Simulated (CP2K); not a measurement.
**CdTe: atomic charges with PBE**

**What was measured.**

A printed reference work, data compilation reports, for a bulk crystal of CdTe at 0 K: band gap 1.607 eV.

CdTe:

```
CELL_PARAMETERS angstrom
4.53255 0.00000 0.00000
2.26628 3.92531 0.00000
2.26628 1.30844 3.70082
ATOMIC_POSITIONS crystal
Te 0.75000 0.75000 0.75000
Cd 0.00000 0.00000 0.00000
```

```yaml
Program: CP2K 2026.2
Task: atomic charges
Functional: PBE
Potentials_or_basis: POTENTIAL_UZH Te GTH-PBE-q6, Cd GTH-PBE-q12; TZV2P-MOLOPT-PBE-GTH basis
Density_cutoff: 6123 eV
k_mesh: 7 × 7 × 7
Occupations: fermi-dirac, width 0.05 eV
Spin: no spin polarisation
SCF_solver: diagonalisation with k points
Quickstep_method: GPW
EPS_DEFAULT: 1.0E-10
EPS_SCF: 1.0E-6
MAX_SCF: 100
SCF_GUESS: ATOMIC
k_points_reduced_by_the_point_group: yes
Mesh_centred_on_Gamma: yes
CHOLESKY: OFF
EPS_EIGVAL: 1.0E-7
MIXING_METHOD: BROYDEN_MIXING
MIXING_ALPHA: 0.4
NBUFFER: 8
NGRIDS: 4
Basis_sets: Te TZV2P-MOLOPT-PBE-GTH-q6, Cd TZV2P-MOLOPT-PBE-GTH-q12
Potentials: Te GTH-PBE-q6 of POTENTIAL_UZH, Cd GTH-PBE-q12 of POTENTIAL_UZH
ADDED_MOS: "[10]"
Hirshfeld_SHAPE_FUNCTION: DENSITY
VORONOI_RADII: VDW
REL_CUTOFF_Ry: 60 Ry
MIXING_BETA_1/bohr: 1.5 1/bohr
CUTOFF_of_the_grids: 450 Ry
```

```json
{
  "Pressure": "4.7 GPa",
  "Band gap on the k mesh": "0.87 eV, direct",
  "Mulliken charges": "Te -0.32; Cd +0.32 e",
  "Hirshfeld charges": "Te -0.20; Cd +0.20 e",
  "Voronoi charges": "Te -1.23; Cd +1.23 e"
}
```

Levels at points of the mesh, in eV from the valence-band top:
```csv
k point,band 6,band 7,band 8,band 9,band 10,band 11,band 12,band 13
"(0.00, 0.00, 0.00)",-8.19,0.00,0.00,0.00,0.87,4.60,4.60,4.60
```

Wall time 73 s on 1 thread of Intel(R) Xeon(R) Platinum 8259CL CPU @ 2.50GHz (Skylake/Cascade Lake), on a shared host, peak memory 0.41 GiB.

Measured gap of CdTe: 1.607 eV (0 K; a printed reference work, data compilation). This calculation gives 0.87 eV (-0.74 eV). Spin-orbit coupling on Cd, Te is left out. The value is that of PBE in an atomic basis (POTENTIAL_UZH Te GTH-PBE-q6, Cd GTH-PBE-q12; TZV2P-MOLOPT-PBE-GTH basis), whose error adds to the functional's,, without temperature or zero-point motion. Semilocal functionals fall short of measured gaps as a rule.

Caveat: Mulliken charges move with the basis; spin-orbit coupling is left out, which moves the levels of the heavy elements; the basis of atomic orbitals isn't converged, which shifts pressures, moduli and gaps.
